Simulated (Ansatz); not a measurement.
Write a Python script for Ansatz 0.2.0, Python API that makes a calculation of the elastic constants of SiC, space group P6_3mc. Level of theory (first run): PBE, PAW, cutoff 517 eV, 8×8×5 k-points, fixed occupations.

The script reads `sic.vasp`:
```text
SiC
1.0
   3.07600000    0.00000000    0.00000000
  -1.53800000    2.66389414    0.00000000
   0.00000000    0.00000000    5.04800000
Si C
2 2
Direct
   0.33333333    0.66666667    0.00000000
   0.66666667    0.33333333    0.50000000
   0.33333333    0.66666667    0.38500000
   0.66666667    0.33333333    0.88500000
```

The script, `elastic.py`:
```python
'''Elastic constants of SiC.'''

from dataclasses import replace

import ansatz as az
from ase.io import read
import numpy as np

FUNCTIONAL = 'PBE'
SMEARING = 'fixed'
MAX_ITERATIONS = 50
KGRID = (8, 8, 5)

atoms = read('sic.vasp', format='vasp')
xtal = az.Crystal.from_ase(atoms)

job = (
    xtal.calculation()
    .functional(FUNCTIONAL)
    .occupations(SMEARING)
    .pseudopotentials('paw')
    .basis(19 * az.Ha)
    .scf(max_iterations=MAX_ITERATIONS)
    .kpoints(*KGRID)
)
# first bring the cell to zero stress
rest = job.relax(cell=True, max_steps=30).run(threads=1, backend='cpu').lattice
relaxed = az.Crystal(lattice=az.Lattice.of(rest.cell_ang))
for site in rest.sites:
    relaxed = relaxed.atom(site.symbol, site.position_frac)
job = replace(job, crystal=relaxed)
print('relaxed volume {:.3f} A^3'.format(abs(np.linalg.det(rest.cell_ang))))
done = job.elastic('relaxed_ion').run(threads=1, backend='cpu')
elastic = done.elastic

print('C_ij (GPa), Voigt order xx yy zz yz xz xy')
for row in elastic.c_gpa:
    print(' '.join(f'{value:8.1f}' for value in row))
print('smallest eigenvalue of C:', round(elastic.stability.min_eigenvalue_gpa, 1), 'GPa; stable:', elastic.stability.stable)
# averaged moduli need a positive definite tensor
if elastic.stability.min_eigenvalue_gpa > 0:
    m = elastic.moduli
    print(f'K = {m.k_hill_gpa:.1f}, G = {m.g_hill_gpa:.1f}, E = {m.youngs_gpa:.1f} GPa, Poisson ratio {m.poisson:.3f}, K/G = {m.k_hill_gpa / m.g_hill_gpa:.2f}')
```

```console
$ python elastic.py
relaxed volume 42.010 A^3
C_ij (GPa), Voigt order xx yy zz yz xz xy
   493.0    101.7     50.4      0.0     -0.0      0.0
   101.7    493.0     50.4      0.0      0.0      0.0
    50.5     50.5    531.7      0.0     -0.0      0.0
    -0.0      0.0     -0.0    151.0      0.0      0.0
     0.0     -0.0      0.0      0.0    151.0      0.0
    -0.0      0.0     -0.0     -0.0      0.0    195.6
smallest eigenvalue of C: 151.0 GPa; stable: True
K = 213.6, G = 184.2, E = 429.3 GPa, Poisson ratio 0.165, K/G = 1.16
```

What to keep in mind:
- A positive definite tensor excludes instabilities under uniform strain alone; phonons elsewhere in the zone can still be imaginary.
- The structure is a deposited one; some such entries were measured under pressure or heat, so a shift against it needn't be the functional's error alone.
- The constants belong to the cell that was strained; where it wasn't relaxed first it may be under stress.
- Timing: 3.4 min on 1 thread of Arm Neoverse V1 (shared host), peak memory 0.52 GiB.

(A comment or docstring line of the script was reworded after the run, the code is as it ran; lines on the test bed's own set-up are left out of the output.)
